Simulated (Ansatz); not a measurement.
**How far is PAW off for AgI?**

```
CELL_PARAMETERS angstrom
4.58000 0.00000 0.00000
-2.29000 3.96640 0.00000
0.00000 0.00000 7.51000
ATOMIC_POSITIONS crystal
Ag 0.33333 0.66667 0.00000
Ag 0.66667 0.33333 0.50000
I 0.33333 0.66667 0.37500
I 0.66667 0.33333 0.87500
```

Atom numbers follow the list: Ag1, Ag2, I3, I4.

The cell is COD entry 1011050, as deposited and not checked against the literature; nothing was relaxed. It is an old determination, and later ones may differ.

Spin–orbit coupling is left out, though it moves levels of the heavy atoms by tenths of an eV or more.

Levels of theory: DFT, LDA, PAW with Ansatz's default frozen-core files, scalar-relativistic (Ansatz 0.2.0); DFT, LDA, all-electron LAPW, scalar-relativistic (Ansatz 0.2.0).

For PAW: a Γ-centred 8×8×4 k mesh, Fermi–Dirac smearing of 0.01 eV, cutoff 420 eV, no spin polarisation; the PAW files were made with PBE, and the program remakes their frozen cores for this functional. LAPW targets a basis error of 0.5 meV/atom. The Ansatz runs share mesh, smearing and spin set-up. Plane-wave (PAW) pressures include the program's estimate of the Pulay term.

Stress and pressure are positive in compression.

Levels count from the top of the valence band.

PAW results:

```json
{"quantity": "pressure (GPa)", "PAW": "-2.24"}
{"quantity": "stress xx (GPa)", "PAW": "-2.19"}
{"quantity": "stress zz (GPa)", "PAW": "-2.35"}
{"quantity": "band gap (eV)", "PAW": "1.080"}
{"quantity": "highest filled level at A (eV)", "PAW": "-0.375"}
{"quantity": "lowest empty level at A (eV)", "PAW": "2.436"}
{"quantity": "highest filled level at L (eV)", "PAW": "-1.276"}
{"quantity": "lowest empty level at L (eV)", "PAW": "3.048"}
{"quantity": "highest filled level at Γ (eV)", "PAW": "0.000"}
{"quantity": "lowest empty level at Γ (eV)", "PAW": "1.080"}
```

Task: What does all-electron LAPW give for the same quantities?

Result: 
```tsv
quantity	LAPW
pressure (GPa)	-2.24
stress xx (GPa)	-2.18
stress zz (GPa)	-2.35
band gap (eV)	1.078
highest filled level at A (eV)	-0.375
lowest empty level at A (eV)	2.434
highest filled level at L (eV)	-1.276
lowest empty level at L (eV)	3.046
highest filled level at Γ (eV)	0.000
lowest empty level at Γ (eV)	1.078
```
